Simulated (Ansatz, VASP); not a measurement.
## Fe: VASP beside Ansatz

Contents of INCAR:

```
SYSTEM = Fe
PREC = Accurate
ENCUT = 520
EDIFF = 1E-6
ISMEAR = -1
SIGMA = 0.1
LREAL = .False.
LASPH = .True.
NELM = 80
ALGO = Normal
ISIF = 2
LWAVE = .False.
LCHARG = .False.
GGA = PS
NBANDS = 15
```

KPOINTS

```
Automatic mesh
0
Gamma
  17 17 9
  0 0 0
```

Contents of POSCAR:

```
Fe
1.0
    2.4931326781      0.0000000000      0.0000000000
   -1.2465663391      2.1591162342      0.0000000000
    0.0000000000      0.0000000000      3.9426973207
Fe
2
Direct
    0.3333333333      0.6666666667      0.2500000000
    0.6666666667      0.3333333333      0.7500000000
```

Input for Ansatz:

```yaml
crystal:
  lattice:
    - [2.4931326781, 0.0, 0.0]
    - [-1.2465663391, 2.1591162342, 0.0]
    - [0.0, 0.0, 3.9426973207]
  atoms:
    - { symbol: Fe, position: [0.3333333333, 0.6666666667, 0.25] }
    - { symbol: Fe, position: [0.6666666667, 0.3333333333, 0.75] }
hamiltonian:
  xc: pbesol
  pseudopotentials:
    kind: paw
    azcp:
      Fe: "pseudopotentials/Fe.paw.azcp"
basis:
  ecutwfc: 420
  fft_grid_basis: typed
kpoints:
  mp_grid: { grid: [17, 17, 9], shift: [0, 0, 0] }
magnetization:
  spin_polarized: false
scf:
  occupations: { method: fermi_dirac, width: 0.1 }
  lower_state_search: "off"
output:
  stress: true
```

Alike in both runs: task single point; functional PBEsol; k mesh 17 × 17 × 9; occupations fermi-dirac, width 0.1 eV; no spin polarisation.

```csv
,VASP,Ansatz
version,VASP 6.6.1,Ansatz 0.2.0
potentials or method,"VASP PAW PBE potentials, release 64 (Fe)","plane waves (420 eV) with PAW, scalar-relativistic"
plane-wave cutoff (eV),520,420
valence electrons in the cell,16,32
```

|  | VASP | Ansatz | Ansatz less VASP |
| --- | --- | --- | --- |
| pressure (GPa) | -20.9 | -20.8 | +0.18 |
| largest component of the traceless stress (GPa) | 0.51 | 0.41 | -0.098 |

With one functional, cell and mesh, what is left measures potentials, basis and numerics. The two sets of potentials don't hold the same shells in valence. Ansatz warned: «pseudo_functional_mismatch».

Caveats: so large a pressure means that the cell lies far from this level's equilibrium, or that cutoff or potentials fall short (VASP); the potentials were made for another functional, which shifts forces and pressure (VASP); the run has no spin polarisation, though such a crystal can be magnetic. Spin polarisation is off, so any magnetic state and its effect on volume and gap are missing.
